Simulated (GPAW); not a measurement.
Here is a GPAW 26.7.0 calculation.

The input run.py:

```python
from ase import Atoms
from ase.dft.bandgap import bandgap
from ase.io import write
from ase.units import Bohr, GPa
from gpaw import GPAW, PW, setup_paths
from gpaw.elf import elf_from_dft_calculation

setup_paths.insert(0, '.')

atoms = Atoms(['Ag'],
              cell=[[0.0, 2.04275, 2.04275],
                    [2.04275, 0.0, 2.04275],
                    [2.04275, 2.04275, 0.0]],
              scaled_positions=[[0.0, 0.0, 0.0]],
              pbc=True)

calc = GPAW(mode=PW(600),
            xc='PBEsol',
            kpts={'size': (11, 11, 11), 'gamma': True},
            occupations={'name': 'fermi-dirac', 'width': 0.05},
            nbands=18,
            convergence={'density': 1e-05, 'energy': 1e-05},
            maxiter=150,
            txt='gpaw.txt')
atoms.calc = calc
energy = atoms.get_potential_energy()
forces = atoms.get_forces()
stress = atoms.get_stress()
calc.write('gs.gpw')
write('result.traj', atoms)
print(f'Energy: {energy:.6f} eV')
print('Forces (eV/A):')
print(forces.round(4))
print('Stress (GPa):', (stress / GPa).round(3))
print('Fermi level:', round(calc.get_fermi_level(), 4), 'eV')
print(f'Gap: {bandgap(calc)[0]:.4f} eV, direct: {bandgap(calc, direct=True)[0]:.4f} eV')

# fields on the real-space grid
write('density.cube', atoms, data=calc.get_pseudo_density() * Bohr**3)
write('potential.cube', atoms, data=calc.get_electrostatic_potential())
write('elf.cube', atoms, data=elf_from_dft_calculation(calc).data)
```

Potentials or basis: PAW data sets generated in the run's folder for this functional, pw.

The run is started by

```sh
$ gpaw-setup -f PBEsol Ag
$ OMP_NUM_THREADS=1 python run.py
```

Question: What does it give for the band gap on the k mesh?

Answer: None (metal or under the smearing width).

Question: Estimate the pressure.

Answer: -2.9 GPa.
